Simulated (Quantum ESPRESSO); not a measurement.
# BaTe under changes of volume

One of the cells (39.652 Å³/atom); the others are scaled copies at fixed shape and fractional positions:

```
Ba Te
1.0
     0.00000    3.41000    3.41000
     3.41000    0.00000    3.41000
     3.41000    3.41000    0.00000
Ba Te
1 1
Direct
  0.00000 0.00000 0.00000
  0.50000 0.50000 0.50000
```

```yaml
Program: Quantum ESPRESSO 7.5
Functional: PBEsol
Potentials_or_basis: GBRV 1.5 PBEsol
Cutoff: 612 eV
Density_cutoff: 4898 eV
k_mesh: 7 × 7 × 7
Occupations: fermi-dirac, width 0.05 eV
Spin: no spin polarisation
```

```tsv
volume (Å³/atom)	energy over the lowest point (meV/atom)	pressure (GPa)	gap on the mesh (eV)
37.273	65.92	5.0	1.17
38.066	?	?	?
38.859	26.96	2.9	1.28
39.652	14.50	2.1	1.34
40.445	6.11	1.3	1.39
41.238	1.40	0.6	1.43
42.031	0.00	0.0	1.48
```

Q: What does the run at 38.066 Å³/atom give?

A: Energy over the lowest point 43.93 meV/atom; pressure 3.9 GPa; gap on the mesh 1.23 eV.

Worked out: A Birch-Murnaghan fit of order 3 (a polynomial in V^(-2/3)) to the other rows has its minimum at 41.99 Å³/atom with B0 = V·E''(V) = 32 GPa and B' = 4.4. It gives 43.93 meV/atom at 38.066 Å³/atom, against the run's 43.93, and -dE/dV = 3.9 GPa, against 3.9. A straight line through the other rows of the gap, of slope 2.58 eV per unit of ln V, gives 1.23 eV, against the run's 1.23.

Energies are extrapolated to zero smearing.

Caveats: spin-orbit coupling is left out, which moves the levels of the heavy elements; an odd mesh through Γ misses points on the zone boundary, where band edges often lie.
